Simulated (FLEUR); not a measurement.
# SnTe (Fm-3m) in FLEUR: notebook, part 2 of 2

FLEUR MaX-R8.1 (later development tree). Earlier steps stand in the parts before.

## 6. Equation of state, Wu-Cohen GGA, 32.53 Å³/atom (volume scaled by 1.04)

Changes to inp.xml since step 5:

```diff
@@ -24,3 +24,3 @@
       <xi:include xmlns:xi="http://www.w3.org/2001/XInclude" href="sym.xml"> </xi:include>
-      <bulkLattice scale="1.0000000000">
+      <bulkLattice scale="1.0131594038">
          <bravaisMatrix>
```

Potentials or basis: all-electron, FLAPW.

Command:

```console
> inpgen -f crystal.txt -profile fastHighL
> # inp.xml edited to the form shown
> fleur_MPI
```

It took 45 s on 1 thread of Arm Neoverse V1, shared host; peak memory 0.09 GiB.

It converged, with:

| Property | Result |
| --- | --- |
| Free energy | -353052.8297 eV |
| Valence electrons inside the program's atomic spheres | Te 20.11; Sn 20.09 (radii Te 2.66, Sn 2.66 bohr) |

Caveat: this odd mesh misses L, where the gap lies, so gap, dielectric constants and Born charges aren't listed.

## 7. Equation of state, Wu-Cohen GGA, 33.16 Å³/atom (volume scaled by 1.06)

Changes to inp.xml since step 6:

```diff
@@ -24,3 +24,3 @@
       <xi:include xmlns:xi="http://www.w3.org/2001/XInclude" href="sym.xml"> </xi:include>
-      <bulkLattice scale="1.0131594038">
+      <bulkLattice scale="1.0196128224">
          <bravaisMatrix>
```

Command:

```console
> inpgen -f crystal.txt -profile fastHighL
> # inp.xml edited to the form shown
> fleur_MPI
```

Run time: 46 s. Hardware: 1 thread of Arm Neoverse V1, shared host; peak memory 0.09 GiB.

It converged, with:

```
Free energy                                           : -353052.8120 eV
Valence electrons inside the program's atomic spheres : Te 20.09; Sn 20.07 (radii Te 2.66, Sn 2.66 bohr)
```

Caveat: this odd mesh misses L, where the gap lies, so gap, dielectric constants and Born charges aren't listed.

## 8. Equation of state, Wu-Cohen GGA

Potentials or basis: all-electron, FLAPW.

No new run: the results of the series are fitted here.

Results:

- Equilibrium volume: 31.12 Å³/atom
- Bulk modulus: 47 GPa
- Pressure derivative of the bulk modulus: 4.4 (rough: it moves with the points fitted)

Energy against volume, from the lowest point:
| volume (Å³/atom) | energy (meV/atom) |
| --- | --- |
| 29.404 | 15.37 |
| 30.030 | 5.89 |
| 31.281 | 0.00 |
| 32.532 | 8.63 |
| 33.158 | 17.49 |

Caveat: this odd mesh misses L, where the gap lies, so gap, dielectric constants and Born charges aren't listed.

## 9. How close it comes

Step 2. Measured gap of SnTe: 0.18 eV (direct; 300 K; a printed reference work, textbook). This calculation gives 0.14 eV (-0.04 eV). Spin-orbit coupling on Sn, Te is left out. The value is that of Wu-Cohen GGA, without temperature or zero-point motion.
